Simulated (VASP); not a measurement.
Na: single point with PBE

Na, a slab with vacuum:

```xyz
3
Lattice="3.7670 0.0000 0.0000 -1.8835 3.2623 0.0000 0.0000 0.0000 21.1540" Properties=species:S:1:pos:R:3 pbc="T T T"
Na    0.0000    2.1749    7.5000
Na    1.8835    1.0874   10.5770
Na    0.0000    2.1749   13.6540
```

The slab is cut from a database's or a generator's crystal, which needn't be the stable form of the element.

- Program: VASP 6.6.1
- Task: single point
- Functional: PBE
- Potentials or basis: VASP PAW PBE potentials, release 54 (Na)
- Cutoff: 600 eV
- k mesh: 8 × 8 × 1
- Occupations: fermi-dirac, width 0.05 eV
- Spin: no spin polarisation
- Dipole correction: yes
- Further INCAR settings: ALGO = Fast; EDIFF = 1e-07; NBANDS = 8

| Quantity | Value |
| --- | --- |
| Largest force | 0.042 eV/Å |
| Band gap on the k mesh | none (metal or under the smearing width) |

Forces in eV/Å, atoms in the order of the input:
```
Na   0.000  0.000  0.042
Na   0.000  0.000  0.000
Na   0.000  0.000 -0.042
```

Levels at points of the mesh, in eV from the Fermi level:
| k point | band 1 | band 2 | band 3 | band 4 | band 5 | band 6 |
| --- | --- | --- | --- | --- | --- | --- |
| (0.00, 0.00, 0.00) | -2.88 | -2.05 | -0.70 | 0.69 | 2.10 | 3.05 |
| (0.50, 0.00, 0.00) | 0.57 | 0.71 | 1.23 | 1.71 | 2.71 | 2.92 |

Run time: 53 s on 1 thread of Intel(R) Xeon(R) Platinum 8259CL CPU @ 2.50GHz (Skylake/Cascade Lake) (shared host), peak memory 0.37 GiB.
